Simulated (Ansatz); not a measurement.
Te2Mo, 12 atoms in the cell. The cell holds a slab with vacuum, 12 atoms: a = 3.561 Å, b = 3.561 Å, c = 38.990 Å, α = 90.00°, β = 90.00°, γ = 120.00°. 

| Property | Result |
| --- | --- |
| Program | Ansatz 0.2.0 |
| Task | relaxation of cell and atoms |
| Functional | PBE |
| Potentials or basis | Ansatz PAW |
| Cutoff | 420 eV (not typed: the program's choice for these potentials) |
| k mesh | 7 × 7 × 1 |
| Occupations | fermi-dirac, width 0.05 eV |
| Spin | no spin polarisation |

Potentials or basis: Ansatz PAW.

The run is started by

```console
$ ansatz run input.yaml --threads 4 --pin off --max-ram 11264MiB --backend cpu --events-out ev --progress --plain --runs-dir out
```

Hardware: 4 threads of Arm Neoverse V1 (shared host).

Question: How long does it take, and how much memory?

Answer: Wall time 71 s on 4 threads of Arm Neoverse V1, on a shared host, peak memory 1.4 GiB. Counts: scf iterations 77, plane waves 8455, k points 8, bands 111, ion steps 7.
